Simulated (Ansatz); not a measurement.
# Si: from a guess to a relaxed structure

The task: take a trial cell of Si to zero force and stress.

Method: DFT PBE, scalar-relativistic, plane waves, PAW, in Ansatz 0.2.0.

## (1) The structure to begin with

The structure is monoclinic, space group C2/c (No. 15). The conventional cell has a = 5.071 Å, b = 5.266 Å, c = 5.825 Å, α = 90.00°, β = 99.08°, γ = 90.00°. Si (site symmetry 1) is surrounded by 1 Si at 1.94 Å. Around Si (site symmetry -1) lie 6 Si at 2.24 to 2.32 Å.

Coordinates:

```
CELL_PARAMETERS angstrom
2.53550 -2.63280 0.00000
2.53550 2.63280 0.00000
-0.91942 0.00000 5.75179
ATOMIC_POSITIONS crystal
Si 0.15843 0.45266 0.37806
Si 0.54734 0.84157 0.12194
Si 0.84157 0.54734 0.62194
Si 0.45266 0.15843 0.87806
Si 0.00000 0.50000 0.00000
Si 0.50000 0.00000 0.50000
```

Recipe of the guess: 4-, 6-connected net of one element (C2/c, No. 15). Lengths come from tabulated atomic sizes and are only a guess.

## (2) A first look at the guess

The input, input.yaml:

```yaml
crystal:
  lattice:
    - [2.53550419, -2.63279848, 0.0]
    - [2.53550419, 2.63279848, 0.0]
    - [-0.91942064, 0.0, 5.75178587]
  atoms:
    - { symbol: Si, position: [0.15842726, 0.45266456, 0.37805889] }
    - { symbol: Si, position: [0.54733544, 0.84157274, 0.12194111] }
    - { symbol: Si, position: [0.84157274, 0.54733544, 0.62194111] }
    - { symbol: Si, position: [0.45266456, 0.15842726, 0.87805889] }
    - { symbol: Si, position: [0.0, 0.5, 0.0] }
    - { symbol: Si, position: [0.5, 0.0, 0.5] }
basis:
  ecutwfc: 420
kpoints:
  mp_grid: { grid: [6, 6, 4] }
hamiltonian:
  xc: pbe
scf:
  occupations: { method: gaussian, width: 0.1 }
  lower_state_search: "off"
output:
  forces: true
  stress: true
  eigenvalues: true
```

Launch:

```bash
> ansatz run input.yaml --threads 1 --pin off --max-ram 2560MiB --backend cpu --events-out ev --progress --plain --runs-dir out
```

Further runs follow: rough relaxation on the coarse mesh; relaxation on the finer mesh.

**Question.** What will these runs give? Wanted: conventional cell; volume; energy over the standard state; gap on the mesh.

**Answer**, as computed:

| quantity | value |
| --- | --- |
| symmetry at the end (tolerance 0.05 Å) | space group C2/c (No. 15) |
| conventional cell | a = 4.695 Å, b = 5.998 Å, c = 6.762 Å, α = 90.00°, β = 92.73°, γ = 90.00° |
| volume | 15.85 Å³/atom |
| energy over the standard state | +0.40 eV/atom |
| gap on the mesh | none (metal) |

In words: The space group C2/c (No. 15) is kept, and the volume per atom grows by 23.8 % from the first guess. It lies above the element's standard state, so it is metastable at best. No finished test with a distortion of lower symmetry is shown, so the end may be a saddle point.
